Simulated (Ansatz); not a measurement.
**Forces and charges in 1/2<111> screw dislocation dipole in Li (120 atoms)**

Aim: energy, forces, charges and density of states of 1/2<111> screw dislocation dipole in Li (120 atoms) at a fixed geometry.

Calculated with Ansatz 0.2.0; Kohn-Sham DFT, PBE, PAW (set soft_2), plane waves.

Most raw output is cut from this account.

## 1. Set-up

The cell holds 120 atoms: 120 Li. Cell: a = 34.391 Å, b = 24.866 Å, c = 3.040 Å, α = 93.5°, β = 90.0°, γ = 90.0°. It derives from Li (bcc). Bcc Li (a = 3.51 Å), x, y, z along [11-2], [-110], [111], 4 x 5 x 1 period; two opposite 1/2<111> screw dislocations along z, half a cell apart on one glide plane, laid by the isotropic elastic field summed over images, cell tilted by half the Burgers vector; not relaxed, displaced by a Gaussian of 0.02 Å.

Before any run, some limits are plain. The cell is under 6 Å thick along one periodic direction, so every atom has periodic images of itself close by, which move with it and show among its neighbours and in g(r). The host structure and its lattice constant were typed by rule, without a check against the phase diagram.

## 2. Plane-wave single point

The electrons are solved once, with the atoms held.

input.yaml reads:

```yaml
crystal:
  lattice:
    - [34.39084, 0.0, 0.0]
    - [0.0, 24.81945, -1.51985]
    - [0.0, 0.0, 3.03975]
  atoms:
    - { symbol: Li, position: [0.87594, 0.09951, 0.175] }
    - { symbol: Li, position: [0.95771, 0.1007, 0.4836] }
    - { symbol: Li, position: [0.75101, 0.99939, 0.16387] }
    - { symbol: Li, position: [0.83319, 0.00118, 0.4744] }
    - { symbol: Li, position: [0.91648, 0.99969, 0.82196] }
    - { symbol: Li, position: [0.87436, 0.29986, 0.19464] }
    - { symbol: Li, position: [0.95836, 0.30047, 0.49735] }
    - { symbol: Li, position: [0.75067, 0.20073, 0.27474] }
    - { symbol: Li, position: [0.83386, 0.19945, 0.5511] }
    - { symbol: Li, position: [0.91612, 0.19978, 0.85431] }
    - { symbol: Li, position: [0.6246, 0.09968, 0.24411] }
    - { symbol: Li, position: [0.70784, 0.09946, 0.56166] }
    - { symbol: Li, position: [0.79102, 0.10019, 0.8799] }
    - { symbol: Li, position: [0.50043, 0.99985, 0.16959] }
    - { symbol: Li, position: [0.5829, 0.00136, 0.50871] }
    - { symbol: Li, position: [0.6663, 0.00015, 0.85015] }
    - { symbol: Li, position: [0.87507, 0.5005, 0.10624] }
    - { symbol: Li, position: [0.95813, 0.49908, 0.45124] }
    - { symbol: Li, position: [0.74988, 0.40047, 0.43277] }
    - { symbol: Li, position: [0.83387, 0.40023, 0.53137] }
    - { symbol: Li, position: [0.91623, 0.40101, 0.82593] }
    - { symbol: Li, position: [0.62483, 0.30039, 0.43557] }
    - { symbol: Li, position: [0.70899, 0.30122, 0.72881] }
    - { symbol: Li, position: [0.79085, 0.29884, 0.94] }
    - { symbol: Li, position: [0.50009, 0.20071, 0.35203] }
    - { symbol: Li, position: [0.58216, 0.19975, 0.68264] }
    - { symbol: Li, position: [0.6668, 0.20061, 0.98367] }
    - { symbol: Li, position: [0.37488, 0.10015, 0.2449] }
    - { symbol: Li, position: [0.45845, 0.1001, 0.58474] }
    - { symbol: Li, position: [0.54189, 0.1001, 0.93214] }
    - { symbol: Li, position: [0.2507, 0.00015, 0.15645] }
    - { symbol: Li, position: [0.33296, 0.00034, 0.5009] }
    - { symbol: Li, position: [0.41647, 4.0e-05, 0.83551] }
    - { symbol: Li, position: [0.87541, 0.69964, 0.07986] }
    - { symbol: Li, position: [0.95857, 0.70048, 0.42179] }
    - { symbol: Li, position: [0.7501, 0.6006, 0.93289] }
    - { symbol: Li, position: [0.83318, 0.60003, 0.36349] }
    - { symbol: Li, position: [0.91685, 0.60068, 0.75047] }
    - { symbol: Li, position: [0.6252, 0.49894, 0.70645] }
    - { symbol: Li, position: [0.70739, 0.5009, 0.08831] }
    - { symbol: Li, position: [0.79165, 0.49938, 0.68146] }
    - { symbol: Li, position: [0.50114, 0.3985, 0.58024] }
    - { symbol: Li, position: [0.58428, 0.40027, 0.89544] }
    - { symbol: Li, position: [0.66717, 0.39985, 0.21285] }
    - { symbol: Li, position: [0.37428, 0.30044, 0.42571] }
    - { symbol: Li, position: [0.45797, 0.30042, 0.77574] }
    - { symbol: Li, position: [0.54213, 0.30004, 0.11913] }
    - { symbol: Li, position: [0.24994, 0.2007, 0.25503] }
    - { symbol: Li, position: [0.33364, 0.20011, 0.63585] }
    - { symbol: Li, position: [0.41703, 0.20019, 0.00778] }
    - { symbol: Li, position: [0.12482, 0.09804, 0.1779] }
    - { symbol: Li, position: [0.20961, 0.10036, 0.52503] }
    - { symbol: Li, position: [0.29159, 0.0999, 0.88537] }
    - { symbol: Li, position: [0.99935, 0.99958, 0.13855] }
    - { symbol: Li, position: [0.08348, 0.99976, 0.48298] }
    - { symbol: Li, position: [0.16657, 0.00079, 0.81979] }
    - { symbol: Li, position: [0.87627, 0.89847, 0.11504] }
    - { symbol: Li, position: [0.95886, 0.90204, 0.45721] }
    - { symbol: Li, position: [0.75003, 0.79982, 0.06368] }
    - { symbol: Li, position: [0.83317, 0.80055, 0.41268] }
    - { symbol: Li, position: [0.91593, 0.80025, 0.77032] }
    - { symbol: Li, position: [0.62575, 0.69991, 0.93278] }
    - { symbol: Li, position: [0.70866, 0.70019, 0.30918] }
    - { symbol: Li, position: [0.79162, 0.70094, 0.69643] }
    - { symbol: Li, position: [0.50111, 0.6009, 0.82132] }
    - { symbol: Li, position: [0.58239, 0.60049, 0.1591] }
    - { symbol: Li, position: [0.66714, 0.60084, 0.52055] }
    - { symbol: Li, position: [0.37548, 0.49955, 0.72932] }
    - { symbol: Li, position: [0.45756, 0.49858, 0.0218] }
    - { symbol: Li, position: [0.54115, 0.4991, 0.37724] }
    - { symbol: Li, position: [0.24981, 0.39892, 0.30049] }
    - { symbol: Li, position: [0.33299, 0.399, 0.86722] }
    - { symbol: Li, position: [0.41703, 0.39965, 0.24109] }
    - { symbol: Li, position: [0.12508, 0.3013, 0.18883] }
    - { symbol: Li, position: [0.20924, 0.30009, 0.56563] }
    - { symbol: Li, position: [0.29309, 0.29956, 0.00867] }
    - { symbol: Li, position: [0.99959, 0.19984, 0.17267] }
    - { symbol: Li, position: [0.08345, 0.20053, 0.52218] }
    [... 36 atom lines left out ...]
    - { symbol: Li, position: [0.29141, 0.90026, 0.77381] }
    - { symbol: Li, position: [0.0, 0.79986, 0.10698] }
    - { symbol: Li, position: [0.0836, 0.79905, 0.44419] }
    - { symbol: Li, position: [0.1672, 0.79984, 0.76169] }
    - { symbol: Li, position: [0.04126, 0.69957, 0.76648] }
    - { symbol: Li, position: [0.04156, 0.89964, 0.78729] }
kpoints:
  mp_grid: { grid: [1, 1, 7] }
hamiltonian:
  xc: pbe
scf:
  occupations: { method: methfessel_paxton, width: 0.15 }
output:
  forces: true
  stress: true
  populations: true
  dos:
    method: { smearing: { sigma: 0.1 } }
    de: 0.1
    projected: { site_lists: { Li: [Li] } }
  eigenvalues: true
  write_density: true
  write_potential: true
  volumetric_format: npy
```

On the command line:

```sh
> ansatz run input.yaml --threads 4 --pin off --max-ram 8192MiB --backend cpu --events-out ev --progress --plain --runs-dir out
```

Run time: 4.9 min. Hardware: 4 threads of Arm Neoverse V2, shared host; peak memory 5.9 GiB.

The program notes that it cut back its work space to fit the memory limit.

Read from the output:

```yaml
free_energy: -24561.9501 eV
free_energy_per_atom: -204.6829 eV/atom
scf_cycles: 7
pressure: -0.8246 GPa
r_m_s_force_component: 0.02661 eV/Å
longest_force: 0.1576 eV/Å
fermi_energy: 0.8164 eV
levels_partly_filled_by_over_2_per_cent: 20
spilling_of_the_projection: 0.02859
```

Length of the force by element:

```csv
element,coordination,atoms,mean length of the force (eV/Å),spread,least,most
Li,all,120,0.0402,0.0225,0.0027,0.158
```

The mean of these charges, 0.086 e, is only the charge that the projection spills.

Löwdin charges by element (they lack the spilled electrons, 0.086 e an atom on average):

```csv
element,coordination,atoms,mean charge (e),spread,least,most
Li,all,120,0.0858,0.004,0.0757,0.100
```

States in the cell by windows of 1 eV, zero at the Fermi level; the larger projections on atomic orbitals stand beside the total:

```csv
from (eV),to (eV),total,Li s
-18,-4,0.0,0.0
-4,-3,5.7,5.7
-3,-2,26.4,26.2
-2,-1,34.3,32.9
-1,0,52.1,43.8
0,1,61.5,29.0
1,2,38.7,10.2
2,3,24.4,4.6
```

The stored curve holds about 119 of the 360 electrons; the rest, give or take the few that broadening carries across the Fermi level, lie in deeper levels below its range.

The levels nearest the highest filled one (over half full), pooled over k-points and spins:

```csv
level less the highest filled one (eV),occupation
-0.0755,1.86
-0.0396,1.60
-0.0172,1.38
-0.0127,1.33
-0.0075,1.28
0,1.20
0.0224,0.945
0.027,0.894
0.0358,0.796
0.0456,0.69
0.0549,0.593
0.0662,0.482
```

Electrostatic potential energy in the ab plane at fractional z = 0.474, with atoms of Li within 0.2 Å of it. With pseudopotentials it is smooth inside the atoms' cores, unlike the true potential.

Values in eV, 13 rows by 16 columns, each cell a mean:
```
  3   1  -4   1   3   2   1   1   2   2  -1  -2   3   3   2   1
  2   1   3   2   2   2  -8  -4   3   1   2   3   2   3  -3  -9
  3   1 -11   0   1  -2   2   3   3   3  -6  -5   2  -2   0   3
 -1  -2   2   3   3   2  -2   1   2  -7   0   3   3   3   0  -5
  2   1   2   3   2  -2   1   2   2  -1   1   3   3  -1  -1   1
  3   2   0   2  -1  -8   1   3   2   3   2   2   2  -6  -3   3
 -6  -9   2   0   0   3   3   3   1 -11  -1   2  -2   2   3   2
  0   3   2   3   2  -2   2  -2  -7   2   3   3   3   0   1   2
  3   3   3  -2  -2   2   2   1   1   2   3   1  -4   1   2   1
  3   3   2  -4  -2   3   2   2   2   2   2   0  -6   2   2   1
  1   1  -7   1   3   3   3  -3  -7   2  -2  -1   3   3   3   2
  3   3   3  -1   0   2  -8  -3   3   3   3   2  -2   2  -3  -9
  3   1  -6   0   3   2   2   2   2   3  -3  -4   2   3   2   2
```
Columns run along a (16.0 Å, from fractional 0.27 to 0.73 of the cell; values clipped at the 3rd and 97th percentile), rows up along b (24.9 Å). Atoms in or near the plane, at fractional coordinates: Li at (0.58, 0.00), Li at (0.62, 0.30), Li at (0.33, 0.00), Li at (0.37, 0.30), Li at (0.67, 0.60), Li at (0.71, 0.90), Li at (0.42, 0.60), Li at (0.29, 0.50), Li at (0.46, 0.90).

Valence density in the ab plane at fractional z = 0.474, with atoms of Li within 0.2 Å of it. It is the smooth field of the valence electrons, not physical close to the nuclei.

Ten steps, logarithmic in the rise over the least value, from '0' (0.0 e/Å³) to '9' (4.1 e/Å³), each cell a mean:
```
00000377200000000000000000001674000000000000
00000000000000000143000000000000000000001441
00000000000000000698300000000000000000005994
00000000000000000000000000000000000000000000
00000387300000110000000000002673000001100000
00000022000000000000000000000120000000000000
00220000000000000010000004530000000000000330
00331000000000000021000005750000000000001441
00000000000000100000000000000000000001100000
00000000000006994000000000000000000039960000
00000000000000110000000000000000000000100000
04895000000000000000000006750000001000000000
02773000000000000000000005640000000000000000
00000000000000000000012100000000000000000000
10000000000000110000058610000000000000000000
00000000000000000000000000000000000000000000
00000000069830000000000000000000389600000000
00000000024400000000000000000000044200000000
00000033000000000000035400000010000000000000
00000154100000000000046500000120000000000000
00000000000000000000000000000000000000000000
00000000001100000586100000000000011000004883
00000000000000000010000000000000000000000110
00000498400000000000000000003896000000000000
```
Columns run along a (16.0 Å, from fractional 0.27 to 0.73 of the cell), rows up along b (24.9 Å). Atoms in or near the plane, at fractional coordinates: Li at (0.58, 0.00), Li at (0.62, 0.30), Li at (0.33, 0.00), Li at (0.37, 0.30), Li at (0.67, 0.60), Li at (0.71, 0.90), Li at (0.42, 0.60), Li at (0.29, 0.50), Li at (0.46, 0.90).

Löwdin charges run from +0.08 to +0.10 e, about a mean that is the spilled charge alone. Among metals such projection charges depend strongly on the orbitals used and are no measure of ionicity.

## 3. Structure statistics

Bonds and neighbours are counted at the geometry of the runs.

Density 0.533 g/cm³, 21.62 Å³ an atom.

Pair distribution function in bins of 0.1 Å:

```csv
r (Å),total
2.75,0.00
2.85,0.17
2.95,2.58
3.05,10.40
3.15,1.69
3.25,0.22
3.35,1.09
3.45,2.71
3.55,3.08
3.65,1.04
3.75,0.21
3.85,0.04
3.95,0.07
4.05,0.02
4.15,0.00
4.25,0.02
4.35,0.03
4.45,0.01
4.55,0.04
4.65,0.11
4.75,0.30
4.85,0.96
4.95,4.59
5.05,1.67
5.15,0.47
5.25,0.19
5.35,0.09
5.45,0.12
5.55,0.50
5.65,1.25
5.75,3.29
5.85,4.16
5.95,2.30
6.05,2.53
6.15,1.01
6.25,0.42
6.35,0.05
6.45,0.10
6.55,0.10
6.65,0.06
6.75,0.22
6.85,0.26
6.95,0.50
7.05,0.53
```

The surroundings of Li94, which bears the longest force, nearest first, numbered as they follow in the input and with coordinates relative to it.

```csv
atom,x,y,z,distance (Å),Löwdin charge (e),Fx,Fy,Fz (eV/Å)
Li94,0.00,0.00,0.00,0.00,0.10,-0.138,0.076,-0.012
Li95,2.84,0.03,0.25,2.85,0.10,0.092,0.025,0.018
Li71,1.40,-2.49,-0.15,2.86,0.10,0.018,-0.068,-0.017
Li111,-1.45,2.52,0.84,3.03,0.09,-0.017,-0.035,0.014
Li94,0.00,0.00,-3.04,3.04,0.10,-0.138,0.076,-0.012
Li94,0.00,0.00,3.04,3.04,0.10,-0.138,0.076,-0.012
Li93,-2.92,0.04,-0.87,3.05,0.09,0.026,-0.015,-0.012
Li90,1.41,2.50,-1.44,3.21,0.08,0.004,-0.034,0.007
Li98,-1.46,-2.46,1.47,3.21,0.08,0.018,0.017,0.005
Li98,-1.46,-2.46,-1.57,3.26,0.08,0.018,0.017,0.005
Li90,1.41,2.50,1.60,3.29,0.08,0.004,-0.034,0.007
Li93,-2.92,0.04,2.17,3.64,0.09,0.026,-0.015,-0.012
Li111,-1.45,2.52,-2.20,3.65,0.09,-0.017,-0.035,0.014
```

## 4. Support functions low

With localised support functions most steps grow linearly with size, though the diagonalisation grows faster unless the density matrix is cut; this run measures error and cost at this size. The level low gives here a grid of 144×108×12 points and a radius of 4.16 Å.

This step: Kohn-Sham DFT, PBE, PAW (set soft_2), localised support functions (low) (Ansatz 0.2.0).

input.yaml, the sections that differ from step 2:

```yaml
scf:
  occupations: { method: methfessel_paxton, width: 0.15 }
  eigensolver: { kind: { support_functions: { accuracy: low } } }
  max_iter: 150
output:
  forces: true
  eigenvalues: true
# crystal, kpoints, hamiltonian: as in step 2
```

It took 2 min on 4 threads; peak memory 3.6 GiB.

The run ended with an error after its SCF loop had closed; no result of it is taken.

The program's message: “Error: the band table holds the support functions' own levels, none solved on their whole grid: all bands hold charge; raise scf.n_extra_bands”

## 5. Support functions medium

The level medium is asked for. Here it resolves to the same grid and radius as in the run with support functions low, so the basis is not new.

This step: Kohn-Sham DFT, PBE, PAW (set soft_2), localised support functions (medium) (Ansatz 0.2.0).

input.yaml, the sections that differ from step 4:

```yaml
scf:
  occupations: { method: methfessel_paxton, width: 0.15 }
  eigensolver: { kind: { support_functions: { accuracy: medium } } }
  max_iter: 150
# crystal, kpoints, hamiltonian, output: as in step 4
```

Run time: 2 min. Hardware: 4 threads; peak memory 3.6 GiB.

The run ended with an error after its SCF loop had closed; no result of it is taken.

The program's message: “Error: the band table holds the support functions' own levels, none solved on their whole grid: all bands hold charge; raise scf.n_extra_bands”

## 6. Support functions high

The cell is solved in localised support functions. The level high gives here a grid of 162×120×18 points and a radius of 4.98 Å.

This step: Kohn-Sham DFT, PBE, PAW (set soft_2), localised support functions (high) (Ansatz 0.2.0).

input.yaml, the sections that differ from step 5:

```yaml
scf:
  occupations: { method: methfessel_paxton, width: 0.15 }
  eigensolver: { kind: { support_functions: { accuracy: high } } }
  max_iter: 150
# crystal, kpoints, hamiltonian, output: as in step 5
```

Run time: 6.7 min. Hardware: 4 threads; peak memory 5.8 GiB.

The run ended with an error after its SCF loop had closed; no result of it is taken.

The program's message: “Error: the band table holds the support functions' own levels, none solved on their whole grid: all bands hold charge; raise scf.n_extra_bands”

## 7. Support functions medium, radius 3.33 Å

The radius confines each support function; a larger one gives more freedom and more work per atom.

This step: Kohn-Sham DFT, PBE, PAW (set soft_2), localised support functions (medium) (Ansatz 0.2.0).

input.yaml, the sections that differ from step 6:

```yaml
scf:
  occupations: { method: methfessel_paxton, width: 0.15 }
  eigensolver: { kind: { support_functions: { accuracy: medium, radius: 3.33 } } }
  max_iter: 150
# crystal, kpoints, hamiltonian, output: as in step 6
```

Elapsed: 0.57 s, on 4 threads; peak memory 0.27 GiB.

The program refuses radii under 3.96 Å for these atoms at this level.

## 8. Support functions medium, radius 3.67 Å

input.yaml, the sections that differ from step 7:

```yaml
scf:
  occupations: { method: methfessel_paxton, width: 0.15 }
  eigensolver: { kind: { support_functions: { accuracy: medium, radius: 3.67 } } }
  max_iter: 150
# crystal, kpoints, hamiltonian, output: as in step 7
```

It took 0.56 s on 4 threads; peak memory 0.26 GiB.

The program refuses radii under 3.96 Å for these atoms at this level.

## 9. Support functions medium, radius 3.92 Å

input.yaml, the sections that differ from step 8:

```yaml
scf:
  occupations: { method: methfessel_paxton, width: 0.15 }
  eigensolver: { kind: { support_functions: { accuracy: medium, radius: 3.92 } } }
  max_iter: 150
# crystal, kpoints, hamiltonian, output: as in step 8
```

Wall time 0.57 s (4 threads); peak memory 0.26 GiB.

The program refuses radii under 3.96 Å for these atoms at this level.

Runs without a result: support functions low (error); support functions medium (error); support functions high (error); support functions medium, radius 3.33 Å (error); support functions medium, radius 3.67 Å (error); support functions medium, radius 3.92 Å (error).

## 10. What came out

* free energy per atom: -204.6829 eV/atom
* density: 0.533 g/cm³
* pressure: -0.8246 GPa
* r.m.s. force component: 0.02661 eV/Å
* wall time of the 4 DFT runs: 16 min

What this shows: 20 levels are partly filled, by over 2 % (on the run's k-points), as in a metal.

[Logs are printed without paths, hosts, clocks, repeated set-up lines and the standing remarks that a program may print on its own settings, such as how far it seeks lower states.]

[Hosts, paths, dates, database ids (printed as entryN), source tags and the programs' standing remarks are cut or masked in the printed files.]
